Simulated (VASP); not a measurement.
# MgB2 (P6/mmm) in VASP: a series of runs

One crystal, MgB2, is run at these levels: PBEsol, LDA; tasks: relaxation of cell and atoms.

Program: VASP 6.6.1. These are calculated values, not measurements. Logs are shortened: lines on timing, memory, paths and dates and some standing lists are left out, and cuts for length are marked.

**1. The crystal as given**

The structure is hexagonal, space group P6/mmm (No. 191). Conventional cell: a = 3.061 Å, b = 3.061 Å, c = 3.507 Å, α = 90.00°, β = 90.00°, γ = 120.00°. Around Mg (site symmetry 6/mmm) lie 12 B at 2.49 Å. B (site symmetry -6m2) is surrounded by 3 B at 1.77 Å.

**2. Relaxation of cell and atoms, PBEsol**

INCAR reads:

```
ALGO     = Normal         # electronic algorithm
EDIFF    = 1E-7           # SCF threshold, eV
EDIFFG   = -0.005         # ionic threshold
ENCUT    = 600            # plane-wave cutoff, eV
GGA      = PS             # functional
IBRION   = 2              # ionic algorithm
ISIF     = 3              # what is computed and relaxed
ISMEAR   = 1              # smearing method
KPAR     = 2            
LASPH    = T              # aspherical terms in the spheres
LCHARG   = F              # write CHGCAR
LREAL    = F              # projectors in reciprocal space
LWAVE    = F              # write WAVECAR
NELM     = 80             # most SCF steps
NSW      = 90             # ionic steps
PREC     = Accurate       # precision mode
SIGMA    = 0.1            # smearing width, eV
```

KPOINTS reads:

```
k-points
0
Gamma
  15 15 10
```

POSCAR reads:

```
MgB2                                    
1.0
    3.0611508089      0.0000000000     -0.0000000000
   -1.5305754045      2.6510343654     -0.0000000000
   -0.0000000000      0.0000000000      3.5071060320
  Mg              B             
     1     2
Direct
     1.0000000000000000    0.0000000000000000    0.0000000000000000
     0.3333333332999970    0.6666666667000030    0.5000000000000000
     0.6666666667000030    0.3333333332999970    0.5000000000000000
```

Potentials or basis: VASP PAW PBE potentials, release 64 (Mg, B).

Command:

```console
> cat potpaw_PBE.64/Mg/POTCAR potpaw_PBE.64/B/POTCAR > POTCAR
> mpirun -np 2 vasp_std > vasp.out
```

OUTCAR:

```text
EDIFF = 1E-7
   EDIFFG = -0.005
   ENCUT = 600
   GGA = PS
   IBRION = 2
   ISIF = 3
   ISMEAR = 1
   LASPH = T
   LREAL = F
   NELM = 80
   NSW = 90
   PREC = Accurate

 ion  position               nearest neighbor table
   1  0.000  0.000  0.000-   2 2.49   3 2.49   2 2.49   3 2.49   3 2.49   3 2.49   2 2.49   2 2.49
                             3 2.49   3 2.49   2 2.49   2 2.49
   2  0.333  0.667  0.500-   3 1.77   3 1.77   3 1.77   1 2.49   1 2.49   1 2.49   1 2.49   1 2.49
                             1 2.49
   3  0.667  0.333  0.500-   2 1.77   2 1.77   2 1.77   1 2.49   1 2.49   1 2.49   1 2.49   1 2.49
                             1 2.49

  LATTYP: Found a hexagonal cell.
 ALAT       =     3.0611508089
 C/A-ratio  =     1.1456822127

  Lattice vectors:

 A1 = (   3.0611508089,   0.0000000000,   0.0000000000)
 A2 = (  -1.5305754045,   2.6510343654,   0.0000000000)
 A3 = (   0.0000000000,   0.0000000000,   3.5071060320)

Analysis of symmetry for initial positions (statically):
=====================================================================
 Subroutine PRICEL returns:
 Original cell was already a primitive cell.

 Routine SETGRP: Setting up the symmetry group for a
 hexagonal supercell.

 Subroutine GETGRP returns: Found 24 space group operations
 (whereof 24 operations were pure point group operations)
 out of a pool of 24 trial point group operations.

The static configuration has the point symmetry D_6h.

Analysis of symmetry for dynamics (positions and initial velocities):
=====================================================================
 Subroutine PRICEL returns:
 Original cell was already a primitive cell.

 Routine SETGRP: Setting up the symmetry group for a
 hexagonal supercell.

 Subroutine GETGRP returns: Found 24 space group operations
 (whereof 24 operations were pure point group operations)
 out of a pool of 24 trial point group operations.

The dynamic configuration has the point symmetry D_6h.

 Subroutine INISYM returns: Found 24 space group operations
 (whereof 24 operations are pure point group operations),
 and found     1 'primitive' translations

----------------------------------------------------------------------------------------

                                     Primitive cell

  volume of cell :      28.4609

  direct lattice vectors                    reciprocal lattice vectors
     3.061150809  0.000000000  0.000000000     0.326674529  0.188605628  0.000000000
    -1.530575404  2.651034365  0.000000000     0.000000000  0.377211255  0.000000000
     0.000000000  0.000000000  3.507106032     0.000000000  0.000000000  0.285135377

  length of vectors
     3.061150809  3.061150809  3.507106032     0.377211255  0.377211255  0.285135377

  position of ions in fractional coordinates (direct lattice)
     0.000000000  0.000000000  0.000000000
     0.333333333  0.666666667  0.500000000
     0.666666667  0.333333333  0.500000000

  ion indices of the primitive-cell ions
   primitive index   ion index
                 1           1
                 2           2
                 3           3

----------------------------------------------------------------------------------------

 KPOINTS: k-points

Automatic generation of k-mesh.
 Grid dimensions read from file:
 generate k-points for:   15   15   10

 Generating k-lattice:

  Cartesian coordinates                     Fractional coordinates (reciprocal lattice)
     0.021778302  0.012573709  0.000000000     0.066666667  0.000000000  0.000000000
     0.000000000  0.025147417  0.000000000     0.000000000  0.066666667  0.000000000
     0.000000000  0.000000000  0.028513538     0.000000000  0.000000000  0.100000000

  Length of vectors
     0.025147417  0.025147417  0.028513538
[... 60 lines left out ...]
   ISIF   =      3    stress and relaxation
   ISYM   =      2    0-nonsym 1-usesym 2-fastsym
   POTIM  = 0.5000    time-step for ionic-motion
   TEBEG  =    0.0;   TEEND  =   0.0 temperature during run
   PSTRESS=    0.0 pullay stress
   NELECT =       8.0000    total number of electrons
   NUPDOWN=      -1.0000    fix difference up-down
   EMIN   =  10.00;   EMAX   =-10.00  energy-range for DOS
   EFERMI =   0.00;   METHOD = LEGACY
   ISMEAR =     1;   SIGMA  =   0.10  broadening in eV -4-tet -1-fermi 0-gaus
   EFERMI_NEDOS =   21; number of points for ismear=-14 and -15
   IALGO  =     38    algorithm
   IMIX   =      4    mixing-type and parameters
     AMIX     =   0.40;   BMIX     =  1.00
     AMIX_MAG =   1.60;   BMIX_MAG =  1.00
  volume/ion in A,a.u.               =       9.49        64.02
  Fermi-wavevector in a.u.,A,eV,Ry     =   1.072396  2.026535 15.647150  1.150033
  Thomas-Fermi vector in A             =   2.208165
   LORBIT       =      0    0 simple, 1 ext, 2 COOP (PROOUT), +10 PAW based schemes
   GGA     = PS    functional components
   LHFCALC =     F    Hartree Fock is set to
   AEXX    =    0.0000 exact exchange contribution
   IVDW    =     0    specifies the selected vdW correction
   LEPSILON=     F    determine dielectric tensor
   LRPA    =     F    only Hartree local field effects (RPA)
 conjugate gradient relaxation of ions
 non-spin polarized calculation
 Methfessel and Paxton  Order N= 1 SIGMA  =   0.10
  energy-cutoff  :      600.00
  volume of cell :       28.46
 maximum number of plane-waves:       972
   NGX = 13   NGY = 13   NGZ = 15

--------------------------------------- Ionic step        1  -------------------------------------------

 number of electron       8.0000000 magnetization

 Free energy of the ion-electron system (eV)
  ---------------------------------------------------
  ext. energy  EPLUGINS =         0.00000000
  ---------------------------------------------------
  free energy    TOTEN  =       -16.22600583 eV

  energy without entropy =      -16.22612720  energy(sigma->0) =      -16.22604629

------------------------ aborting loop because EDIFF is reached ----------------------------------------

  FORCE on cell =-STRESS in cart. coord.  units (eV):
  Direction    XX          YY          ZZ          XY          YZ          ZX
  --------------------------------------------------------------------------------------
  -------------------------------------------------------------------------------------
  Total       -0.0116942     -0.0116942     -0.0214976      0.0000000     -0.0000000      0.0000000
  in kB       -0.6583105     -0.6583105     -1.2101857      0.0000000     -0.0000000      0.0000000
  external PRESSURE =      -0.8422689 kB  Pullay stress =       0.0000000 kB

 VOLUME and BASIS-vectors are now :
 -----------------------------------------------------------------------------
  energy-cutoff  :      600.00
  volume of cell :       28.46
      direct lattice vectors                 reciprocal lattice vectors
     3.061150809  0.000000000  0.000000000     0.326674529  0.188605628  0.000000000
    -1.530575404  2.651034365  0.000000000     0.000000000  0.377211255  0.000000000
     0.000000000  0.000000000  3.507106032     0.000000000  0.000000000  0.285135377

 POSITION                                       TOTAL-FORCE (eV/Angst)
 -----------------------------------------------------------------------------------
      0.00000      0.00000      0.00000         0.000000      0.000000      0.000000
     -0.00000      1.76736      1.75355        -0.000000      0.000000      0.000000
      1.53058      0.88368      1.75355         0.000000     -0.000000     -0.000000
 -----------------------------------------------------------------------------------
    total drift:                                0.000000     -0.000000      0.000000

  FREE ENERGIE OF THE ION-ELECTRON SYSTEM (eV)
  ---------------------------------------------------
  free  energy   TOTEN  =       -16.2260058306 eV

  energy  without entropy=      -16.2261272027  energy(sigma->0) =      -16.22604629

--------------------------------------- Ionic step        2  -------------------------------------------

 number of electron       8.0000000 magnetization

 Free energy of the ion-electron system (eV)
  ---------------------------------------------------
  ext. energy  EPLUGINS =         0.00000000
  ---------------------------------------------------
  free energy    TOTEN  =       -16.22601080 eV

  energy without entropy =      -16.22613494  energy(sigma->0) =      -16.22605218

 E-fermi :   5.2991     XC(G=0): -11.0750

 val. band max:        5.2938291963   @ k =   0.4667  -0.0000   0.3000
 cond. band min:       5.3100202774   @ k =   0.1333   0.0000   0.3000
 fundamental gap:      0.0161910811
 Fermi energy:         5.2990829602

 k-point     1 :       0.0000    0.0000    0.0000
  band No.  band energies     occupation
      1      -7.1860      2.00000
      2       2.3355      2.00000
      3       5.7440     -0.00000
      4       5.7440     -0.00000
      5       6.9779     -0.00000
      6      11.7408      0.00000
      7      11.7408      0.00000
      8      13.7380      0.00000
[... 243 lines left out ...]
 k-point    24 :       0.4000    0.2000    0.0000
  band No.  band energies     occupation
      1      -2.7578      2.00000
      2      -2.1175      2.00000
      3       0.8785      2.00000
      4       6.1220     -0.00000
      5       8.1017      0.00000
      6      11.0214      0.00000
      7      11.3149      0.00000
      8      13.5952      0.00000

 [... further k-points ...]
[... 5 lines left out ...]
  --------------------------------------------------------------------------------------
  -------------------------------------------------------------------------------------
  Total        0.0069835      0.0069835     -0.0010192     -0.0000000      0.0000000      0.0000000
  in kB        0.3934144      0.3934144     -0.0574160     -0.0000000      0.0000000      0.0000000
  external PRESSURE =       0.2431376 kB  Pullay stress =       0.0000000 kB

 VOLUME and BASIS-vectors are now :
 -----------------------------------------------------------------------------
  energy-cutoff  :      600.00
  volume of cell :       28.44
      direct lattice vectors                 reciprocal lattice vectors
     3.060575152  0.000000000  0.000000000     0.326735973  0.188641102  0.000000000
    -1.530287576  2.650535832 -0.000000000    -0.000000000  0.377282204  0.000000000
     0.000000000 -0.000000000  3.505893623    -0.000000000  0.000000000  0.285233982

 POSITION                                       TOTAL-FORCE (eV/Angst)
 -----------------------------------------------------------------------------------
      0.00000      0.00000      0.00000         0.000000      0.000000      0.000000
     -0.00000      1.76702      1.75295         0.000000     -0.000000      0.000000
      1.53029      0.88351      1.75295        -0.000000      0.000000     -0.000000
 -----------------------------------------------------------------------------------
    total drift:                                0.000000     -0.000000      0.000000

  FREE ENERGIE OF THE ION-ELECTRON SYSTEM (eV)
  ---------------------------------------------------
  free  energy   TOTEN  =       -16.2260108029 eV

  energy  without entropy=      -16.2261349439  energy(sigma->0) =      -16.22605218

 reached required accuracy - stopping structural energy minimisation
```

Wall time 14 s (2 MPI ranks of AMD EPYC 9R45 (Zen 5), shared host); peak memory 0.15 GiB.

Results:

* Free energy: -16.2260 eV
* Relaxed volume: 9.48 Å³/atom
* Relaxed cell: a = 3.061 Å, b = 3.061 Å, c = 3.506 Å, α = 90.00°, β = 90.00°, γ = 120.00°
* Space group after relaxing (to 0.05 Å): P6/mmm (No. 191)
* Energy gained by relaxing: 0.0 meV/atom
* Ionic steps: 2
* Pressure after relaxing: 0.0 GPa
* Band gap on the k mesh: none (metal or under the smearing width)

Final structure:
```
Mg B
1.0
     3.06058    0.00000    0.00000
    -1.53029    2.65054    0.00000
     0.00000    0.00000    3.50589
Mg B
1 2
Direct
  0.00000 0.00000 0.00000
  0.33333 0.66667 0.50000
  0.66667 0.33333 0.50000
```

Caveat: the PAW data sets were made with another functional, which shifts forces and pressure a little.

**3. Relaxation of cell and atoms, LDA, target pressure 6.15 GPa, at which the enthalpy is minimised**

This run uses another cell than the first one, of 9.68 Å³/atom, 1.020 times its volume.

INCAR reads:

```
ALGO = Normal
EDIFF = 1E-6
EDIFFG = -0.01
ENCUT = 600
IBRION = 2
ISIF = 3
ISMEAR = 1
LASPH = T
LCHARG = F
LREAL = F
LWAVE = F
NELM = 80
NSW = 90
PREC = Accurate
PSTRESS = 61.5
SIGMA = 0.1
```

KPOINTS is that of step 2.

POSCAR reads:

```
MgB2
1.0
    3.0850000000      0.0000000000      0.0000000000
   -1.5425000000      2.6716883707      0.0000000000
    0.0000000000      0.0000000000      3.5230000000
Mg B
1 2
Direct
    0.0000000000      0.0000000000      0.0000000000
    0.3333333333      0.6666666667      0.5000000000
    0.6666666667      0.3333333333      0.5000000000
```

Potentials or basis: VASP PAW LDA potentials, release 64 (Mg, B).

Command:

```console
> cat potpaw_LDA.64/Mg/POTCAR potpaw_LDA.64/B/POTCAR > POTCAR
> mpirun -np 1 vasp_std > vasp.out
```

It took 95 s on 1 thread of Intel Xeon Platinum 8559C (Emerald Rapids), shared host; peak memory 0.19 GiB.

The run converged. Its results:

```yaml
Free_energy: -17.2717 eV
Relaxed_volume: 8.83 Å³/atom
Relaxed_cell: a = 3.000 Å, b = 3.000 Å, c = 3.400 Å, α = 90.00°, β = 90.00°, γ = 120.00°
Space_group_after_relaxing_to_0.05_Å: P6/mmm (No. 191)
Energy_change_on_relaxing_the_enthalpy_is_what_falls: -7.8 meV/atom
Ionic_steps: 5
Pressure_after_relaxing: 6.2 GPa
Band_gap_on_the_k_mesh: none (metal or under the smearing width)
```

The path:
```tsv
step	energy change (eV)	largest force (eV/Å)	pressure (GPa)	volume (Å³)
1	0.0000	0.0000	-8.29	29.04
2	0.0491	0.0000	14.74	25.52
3	-0.0247	0.0000	5.87	26.64
4	-0.0238	0.0000	6.15	26.51
5	-0.0233	0.0000	6.19	26.50
```

Final structure:
```
CELL_PARAMETERS angstrom
2.99984 0.00000 0.00000
-1.49992 2.59794 0.00000
0.00000 0.00000 3.40021
ATOMIC_POSITIONS crystal
Mg 0.00000 0.00000 0.00000
B 0.33333 0.66667 0.50000
B 0.66667 0.33333 0.50000
```

Levels at points of the mesh, in eV from the Fermi level:
```
           k point  band 2  band 3  band 4  band 5  band 6  band 7
(0.00, 0.00, 0.00)   -2.97    0.42    0.42    2.06    6.65    6.65
(0.00, 0.00, 0.50)   -7.78    0.86    0.86    6.95    6.95    8.42
```

Caveat: the cell is relaxed towards a set pressure, so the enthalpy falls and the energy may rise. LDA usually gives volumes a few per cent too small.
